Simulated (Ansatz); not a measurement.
TiAl: one atom moved over a plane

Level of theory: Ansatz, DFT r2SCAN, scalar-relativistic, plane waves, PAW. Cutoff 500 eV, Γ-centred 18×18×10 k-points, Gaussian smearing of 0.15 eV. No spin polarisation. Energies are free energies at this smearing, counted from the undisturbed cell; pressure is positive in compression.

The undisturbed cell (as given, not relaxed at this level; it stands at -1.1 GPa, and it needn't be the usual structure):

```yaml
crystal:
  lattice:
    - [2.86726, 0.00000, 0.00000]
    - [-1.43363, 2.48312, 0.00000]
    - [0.00000, 0.00000, 4.67808]
  atoms:
    - { symbol: Ti, position: [0.00000, 0.00000, 0.00000] }
    - { symbol: Al, position: [0.33333, 0.66667, 0.50000] }
```

Atom 1 (Ti) is moved by p along (1.000, 0.000, 0.000) and q along (0.000, 1.000, 0.000) (Å), all else fixed. Points are written (p, q).

Energy above the undisturbed cell in eV/cell (a dash: not computed):

| p \ q | -0.200 | -0.100 | 0.000 | 0.100 | 0.200 |
| --- | --- | --- | --- | --- | --- |
| -0.200 | 0.10 | 0.06 | 0.04 | ? | ? |
| -0.100 | 0.05 | 0.02 | 0.01 | 0.02 | 0.05 |
| 0.000 | 0.03 | 0.01 | 0.00 | 0.01 | ? |
| 0.100 | 0.05 | 0.02 | 0.01 | 0.02 | 0.05 |
| 0.200 | 0.10 | 0.06 | 0.04 | ? | ? |

Q: Fill in the withheld energies.

A: (-0.200, 0.100): 0.04; (-0.200, 0.200): 0.07; (0.000, 0.200): 0.05; (0.200, 0.100): 0.04; (0.200, 0.200): 0.07.